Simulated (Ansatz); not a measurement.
**Ti under changes of volume**

One of the cells (17.636 Å³/atom); the others are scaled copies at fixed shape and fractional positions:

```
Ti
1.0
     2.95000    0.00000    0.00000
    -1.47500    2.55477    0.00000
     0.00000    0.00000    4.68000
Ti
2
Direct
  0.66667 0.33333 0.75000
  0.33333 0.66667 0.25000
```

| Quantity | Value |
| --- | --- |
| Program | Ansatz 0.2.0 |
| Functional | PBEsol |
| Dispersion | D3(BJ) |
| Potentials or basis | Ansatz PAW |
| Cutoff | 420 eV (not typed: the program's choice for these potentials) |
| k mesh | 10 × 10 × 6 |
| Occupations | fermi-dirac, width 0.05 eV |
| Spin | no spin polarisation |

```csv
volume (Å³/atom),energy over the lowest point (meV/atom),pressure (GPa)
16.577,0.00,-5.1
16.930,13.71,-7.3
17.283,32.07,-9.3
17.636,54.66,-11.1
17.988,81.09,-12.8
18.341,?,?
18.694,144.11,-15.7
```

Task: What does the run at 18.341 Å³/atom give?

Result: Energy over the lowest point 111.02 meV/atom; pressure -14.3 GPa.

Worked out: A Birch-Murnaghan fit of order 3 (a polynomial in V^(-2/3)) to the other rows has no minimum within the range. It gives 111.01 meV/atom at 18.341 Å³/atom, against the run's 111.02, and -dE/dV = -14.3 GPa, against -14.3.

Energies are extrapolated to zero smearing.

Caveats: pairwise dispersion overbinds metals, which lowers pressure and volume; the PAW data sets come from PBE, with cores solved anew for the run's functional, which leaves a small shift of forces and pressure.
